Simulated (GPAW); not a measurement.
# FeO (Wuestite) (Fm-3m) in GPAW: further runs

Aim: see how the results for FeO (Wuestite) move with the level of theory and the settings. Levels: PBE+D4, LDA, PBE. Tasks: relaxation of cell and atoms.

Program: GPAW 26.7.0. These are calculated values, not measurements. Logs are shortened: lines on timing, memory, paths and dates and some standing lists are left out, and cuts for length are marked. The log counts tension as positive stress, the text compression.

### 1 The crystal as given

It takes space group Fm-3m (No. 225, cubic). The conventional cell has a = 4.311 Å, b = 4.311 Å, c = 4.311 Å, α = 90.00°, β = 90.00°, γ = 90.00°. Fe (site symmetry m-3m) has 6 O at 2.16 Å as nearest neighbours. O (site symmetry m-3m) has 6 Fe at 2.16 Å as nearest neighbours.

### 2 Relaxation of cell and atoms, PBE+D4, collinear spin, ferromagnetic start

Contents of run.py:

```python
from ase import Atoms
from ase.calculators.mixing import SumCalculator
from ase.filters import FrechetCellFilter
from ase.io import write
from ase.optimize import BFGS
from dftd4.ase import DFTD4
from gpaw import GPAW, PW

atoms = Atoms(['Fe', 'O'],
              cell=[[0.0, 2.1554, 2.1554],
                    [2.1554, 0.0, 2.1554],
                    [2.1554, 2.1554, 0.0]],
              scaled_positions=[[0.0, 0.0, 0.0],
                                [0.5, 0.5, 0.5]],
              pbc=True)
atoms.set_initial_magnetic_moments([3.0, 0.0])

calc = GPAW(mode=PW(800),
            xc='PBE',
            kpts={'size': (8, 8, 8), 'gamma': True},
            occupations={'name': 'fermi-dirac', 'width': 0.05},
            nbands=17,
            convergence={'density': 1e-05, 'forces': 0.0001},
            maxiter=150,
            txt='gpaw.txt')
atoms.calc = SumCalculator([calc, DFTD4(method='pbe')])
opt = BFGS(FrechetCellFilter(atoms), trajectory='relax.traj', logfile='-')
done = opt.run(fmax=0.02, steps=60)
calc.write('gs.gpw')
write('result.traj', atoms)
print('Converged:', done)
print('Cell:', atoms.cell.cellpar().round(4))
print('Volume:', round(atoms.get_volume(), 4))
print(atoms.get_scaled_positions().round(5))
```

Potentials or basis: GPAW PAW data sets (gpaw-data 1.2.1), pw.

On the command line:

```console
$ OMP_NUM_THREADS=1 python run.py
```

gpaw.txt:

```text
__  _  _
 | _ |_)|_||  |
 |__||  | ||/\| - 26.7.0

Input parameters:
  mode=PW(ecut=800.0),
  convergence={'density': 1e-05, 'forces': 0.0001},
  kpts=MonkhorstPack(size=(8, 8, 8), gamma=True),
  maxiter=150,
  nbands=17,
  occupations=Occupations(name='fermi-dirac', width=0.05),
  xc=XC(name='PBE')

Diagonalizing LCAO Hamiltonian
Converting LCAO to pw mode

              O

       Fe

Atoms  # Å, Bohr magnetons
|   | symbol |        x |        y |        z |    initial magnetic moments |
|---|--------|----------|----------|----------|-----------------------------|
| 0 |     Fe | 0.000000 | 0.000000 | 0.000000 | ( 0.0000,  0.0000,  3.0000) |
| 1 |      O | 2.155400 | 2.155400 | 2.155400 | ( 0.0000,  0.0000,  0.0000) |
[... 10 lines left out ...]
|    | kind |            matrix            |
|----|------|------------------------------|
|  0 |  σ   |  1, 0, 0,  1, 0,-1,  1,-1, 0 |
|  1 |  C2  |  1, 0, 0,  1,-1, 0,  1, 0,-1 |
|  2 |  E   |  1, 0, 0,  0, 1, 0,  0, 0, 1 |
|  3 |  σ   |  1, 0, 0,  0, 0, 1,  0, 1, 0 |
|  4 |  C4  |  1, 0,-1,  1, 0, 0,  1,-1, 0 |
|  5 |  S6  |  1, 0,-1,  1,-1, 0,  1, 0, 0 |
|  6 |  σ   |  1, 0,-1,  0, 1,-1,  0, 0,-1 |
|  7 |  C3  |  1, 0,-1,  0, 0,-1,  0, 1,-1 |
|  8 |  S6  |  1,-1, 0,  1, 0, 0,  1, 0,-1 |
|  9 |  C4  |  1,-1, 0,  1, 0,-1,  1, 0, 0 |
| 10 |  C3  |  1,-1, 0,  0,-1, 1,  0,-1, 0 |
| 11 |  σ   |  1,-1, 0,  0,-1, 0,  0,-1, 1 |
| 12 |  σ   |  0, 1, 0,  1, 0, 0,  0, 0, 1 |
| 13 |  C4  |  0, 1, 0,  0, 1,-1, -1, 1, 0 |
| 14 |  C3  |  0, 1, 0,  0, 0, 1,  1, 0, 0 |
| 15 |  S6  |  0, 1, 0, -1, 1, 0,  0, 1,-1 |
| 16 |  C2  |  0, 1,-1,  1, 0,-1,  0, 0,-1 |
| 17 |  σ   |  0, 1,-1,  0, 1, 0, -1, 1, 0 |
| 18 |  S4  |  0, 1,-1,  0, 0,-1,  1, 0,-1 |
| 19 |  C4  |  0, 1,-1, -1, 1, 0,  0, 1, 0 |
| 20 |  C3  |  0, 0, 1,  1, 0, 0,  0, 1, 0 |
| 21 |  σ   |  0, 0, 1,  0, 1, 0,  1, 0, 0 |
| 22 |  S6  |  0, 0, 1,  0,-1, 1, -1, 0, 1 |
| 23 |  C4  |  0, 0, 1, -1, 0, 1,  0,-1, 1 |
| 24 |  S4  |  0, 0,-1,  1, 0,-1,  0, 1,-1 |
| 25 |  C3  |  0, 0,-1,  0, 1,-1,  1, 0,-1 |
| 26 |  C2  |  0, 0,-1,  0,-1, 0, -1, 0, 0 |
| 27 |  S6  |  0, 0,-1, -1, 0, 0,  0,-1, 0 |
| 28 |  S4  |  0,-1, 1,  1,-1, 0,  0,-1, 0 |
| 29 |  C4  |  0,-1, 1,  0, 0, 1, -1, 0, 1 |
| 30 |  C2  |  0,-1, 1,  0,-1, 0,  1,-1, 0 |
| 31 |  σ   |  0,-1, 1, -1, 0, 1,  0, 0, 1 |
| 32 |  C3  |  0,-1, 0,  1,-1, 0,  0,-1, 1 |
| 33 |  S6  |  0,-1, 0,  0, 0,-1, -1, 0, 0 |
| 34 |  S4  |  0,-1, 0,  0,-1, 1,  1,-1, 0 |
| 35 |  C2  |  0,-1, 0, -1, 0, 0,  0, 0,-1 |
| 36 |  C2  | -1, 1, 0,  0, 1, 0,  0, 1,-1 |
| 37 |  S6  | -1, 1, 0,  0, 1,-1,  0, 1, 0 |
| 38 |  S4  | -1, 1, 0, -1, 0, 1, -1, 0, 0 |
| 39 |  C3  | -1, 1, 0, -1, 0, 0, -1, 0, 1 |
| 40 |  S6  | -1, 0, 1,  0, 0, 1,  0,-1, 1 |
| 41 |  C2  | -1, 0, 1,  0,-1, 1,  0, 0, 1 |
| 42 |  C3  | -1, 0, 1, -1, 1, 0, -1, 0, 0 |
[... 958 lines left out ...]

Interpolating wave functions to new cell

              O
[... 229 lines left out ...]
Stress tensor  # eV/Ang^3
|         x |         y |         z |
|-----------|-----------|-----------|
| -0.020205 |  0.000002 |  0.000002 |
|  0.000002 | -0.020205 |  0.000002 |
|  0.000002 |  0.000002 | -0.020205 |

Forces  # eV/Ang
|       x |        y |        z |
|---------|----------|----------|
| 0.00000 | -0.00000 | -0.00000 |  # Fe   0
| 0.00000 | -0.00000 |  0.00000 |  # O    1

Interpolating wave functions to new cell

              O
[... 412 lines left out ...]
SCF iterations
|iter     | |      energy | eigst |  dens |force |  magmom |
|---------|-|-------------|-------|-------|------|---------|
|iter:   1| |  -15.913622 | -2.18 |       |      |  +4.0012|
|iter:   2| |  -15.913333 | -5.27 | -2.36 |      |  +4.0012|
|iter:   3| |  -15.912604c| -4.36 | -2.42 |      |  +4.0013|
|iter:   4| |  -15.912633c| -5.89 | -3.12 |      |  +4.0015|
|iter:   5| |  -15.912651c| -6.43 | -3.50 |      |  +4.0016|
|iter:   6| |  -15.912652c| -6.81 | -3.68 |      |  +4.0017|
|iter:   7| |  -15.912652c| -7.91c| -4.49 |      |  +4.0018|
|iter:   8| |  -15.912652c| -8.09c| -4.78 |      |  +4.0018|
|iter:   9| |  -15.912652c| -9.00c| -5.70c|      |  +4.0018|
|iter:  10| |  -15.912652c|-10.01c| -6.05c|-23.22c|  +4.0018|

Converged in 10 steps
Energy contributions relative to reference atoms: (reference = -36660.306901)

Energy contributions:
  Kinetic:          29.257637
  Coulomb:         -25.706321
  Zero:              0.251124
  External:          0.000000
  Xc:              -19.708648
  Entropy:          -0.012889
  Spinorbit:         0.000000
  ----------------------------
  Free energy:     -15.919096
  Extrapolated:    -15.912652
[... 462 lines left out ...]
SCF iterations
|iter     | |      energy | eigst |  dens |force |  magmom |
|---------|-|-------------|-------|-------|------|---------|
|iter:   1| |  -15.910673 | -3.27 |       |      |  +4.0017|
|iter:   2| |  -15.910540 | -5.73 | -2.50 |      |  +4.0017|
|iter:   3| |  -15.910217c| -4.64 | -2.56 |      |  +4.0016|
|iter:   4| |  -15.910251c| -6.18 | -3.24 |      |  +4.0015|
|iter:   5| |  -15.910257c| -6.67 | -3.58 |      |  +4.0014|
|iter:   6| |  -15.910261c| -7.08 | -3.80 |      |  +4.0013|
|iter:   7| |  -15.910261c| -8.15c| -4.63 |      |  +4.0013|
|iter:   8| |  -15.910261c| -8.31c| -4.94 |      |  +4.0013|
|iter:   9| |  -15.910261c| -9.22c| -5.86c|      |  +4.0013|
|iter:  10| |  -15.910261c|-10.29c| -6.20c|-23.55c|  +4.0013|

Converged in 10 steps
Energy contributions relative to reference atoms: (reference = -36660.306901)

Energy contributions:
  Kinetic:          29.639055
  Coulomb:         -26.004434
  Zero:              0.251713
  External:          0.000000
  Xc:              -19.790184
  Entropy:          -0.012823
  Spinorbit:         0.000000
  ----------------------------
  Free energy:     -15.916672
  Extrapolated:    -15.910261
[... 281 lines left out ...]
Stress tensor  # eV/Ang^3
|         x |         y |         z |
|-----------|-----------|-----------|
| -0.024630 |  0.000011 |  0.000011 |
|  0.000011 | -0.024630 |  0.000011 |
|  0.000011 |  0.000011 | -0.024630 |

Forces  # eV/Ang
|        x |       y |        z |
|----------|---------|----------|
|  0.00000 | 0.00000 |  0.00000 |  # Fe   0
| -0.00000 | 0.00000 | -0.00000 |  # O    1

Interpolating wave functions to new cell

              O
[... 245 lines left out ...]
       Fe

Atoms  # Å, Bohr magnetons
|   | symbol |         x |        y |        z |    initial magnetic moments |
|---|--------|-----------|----------|----------|-----------------------------|
| 0 |     Fe | -0.000000 | 0.000000 | 0.000000 | ( 0.0000,  0.0000,  3.5452) |
| 1 |      O |  2.143550 | 2.143550 | 2.143550 | ( 0.0000,  0.0000,  0.2391) |

Unit cell  # Å
| periodic |        x |        y |        z |  lengths |    angles |
|----------|----------|----------|----------|----------|-----------|
|      yes | 0.000194 | 2.143453 | 2.143453 | 3.031301 | 59.994006 |
|      yes | 2.143453 | 0.000194 | 2.143453 | 3.031301 | 59.994006 |
|      yes | 2.143453 | 2.143453 | 0.000194 | 3.031301 | 59.994006 |
[... 220 lines left out ...]
Forces  # eV/Ang
|       x |       y |       z |
|---------|---------|---------|
| 0.00000 | 0.00000 | 0.00000 |  # Fe   0
| 0.00000 | 0.00000 | 0.00000 |  # O    1

# Writing to gs.gpw (mode='')
```

It took 6 min on 1 thread of Arm Neoverse V1, shared host; peak memory 0.41 GiB.

What came out:

| Quantity | Value |
| --- | --- |
| Free energy | -16.5982 eV |
| Relaxed volume | 9.85 Å³/atom |
| Relaxed cell | a = 3.031 Å, b = 3.031 Å, c = 3.031 Å, α = 59.99°, β = 59.99°, γ = 59.99° |
| Space group after relaxing (to 0.05 Å) | Fm-3m (No. 225) |
| Energy gained by relaxing | 1.3 meV/atom |
| Ionic steps | 12 |
| Pressure after relaxing | 0.3 GPa |
| Band gap on the k mesh | none (metal or under the smearing width) |
| Net moment | 4.00 μB per cell |
| Site moments | Fe +3.55; O +0.24 μB |
| Dispersion energy per atom | -0.340 eV |

Step by step:
```tsv
step	energy change (eV)	largest force (eV/Å)	pressure (GPa)	volume (Å³)
1	0.0000	0.0000	-3.45	20.03
2	-0.0014	0.0000	-2.59	19.93
3	-0.0021	0.0000	4.77	19.66
4	-0.0022	0.0000	-1.68	19.84
5	-0.0025	0.0000	-1.23	19.79
6	-0.0022	0.0000	3.60	19.67
7	-0.0026	0.0000	-0.91	19.76
8	-0.0026	0.0000	-0.71	19.74
9	-0.0024	0.0000	1.99	19.67
10	-0.0026	0.0000	-0.49	19.72
11	-0.0026	0.0000	-0.33	19.71
12	-0.0026	0.0000	0.28	19.69
```

Final structure:
```xyz
2
Lattice="0.0002 2.1435 2.1435 2.1435 0.0002 2.1435 2.1435 2.1435 0.0002" Properties=species:S:1:pos:R:3 pbc="T T T"
Fe    0.0000    0.0000    0.0000
O     2.1436    2.1436    2.1436
```

Levels at points of the mesh, in eV from the Fermi level:
Spin up:
```
           k point  band 5  band 6  band 7  band 8  band 9  band 10  band 11  band 12  band 13
(0.00, 0.00, 0.00)   -3.91   -3.91   -3.91   -3.69   -3.69     0.02    15.32    17.02    17.03
(0.50, 0.00, 0.00)   -3.05   -3.05   -2.49   -0.31   -0.31     3.96     8.49    12.48    12.48
(0.50, 0.50, 0.00)   -4.88   -3.28   -2.77   -2.77   -2.76     5.24     8.69    10.78    14.72
(0.50, 0.50, 0.50)   -3.05   -3.05   -2.49   -0.31   -0.31     3.96     8.49    12.49    12.49
```
Spin down:
| k point | band 1 | band 2 | band 3 | band 4 | band 5 | band 6 | band 7 | band 8 | band 9 | band 10 |
| --- | --- | --- | --- | --- | --- | --- | --- | --- | --- | --- |
| (0.00, 0.00, 0.00) | -20.46 | -3.45 | -3.45 | -3.45 | -0.77 | -0.77 | -0.77 | 0.19 | 0.19 | 0.83 |
| (0.50, 0.00, 0.00) | -19.24 | -8.28 | -5.36 | -5.36 | 0.42 | 0.42 | 0.62 | 2.87 | 2.87 | 4.44 |
| (0.50, 0.50, 0.00) | -19.19 | -7.19 | -4.66 | -4.66 | -2.23 | 0.77 | 0.78 | 0.78 | 1.21 | 6.61 |
| (0.50, 0.50, 0.50) | -19.24 | -8.28 | -5.36 | -5.36 | 0.42 | 0.42 | 0.62 | 2.87 | 2.87 | 4.44 |

Caveat: each step starts from the last one's moments, so a moment once lost doesn't come back; later steps reuse the first step's grids; a cell with one magnetic atom can't hold antiferromagnetic order, which such compounds often take; semilocal functionals often make such compounds metallic where correlation or magnetic order opens a gap, which also shifts bond lengths; pairwise dispersion overbinds metals, which lowers pressure and volume. With open d or f shells a metallic result of PBE can be an artefact of self-interaction; +U or a hybrid may open a gap.

[end of part 1 of 2]
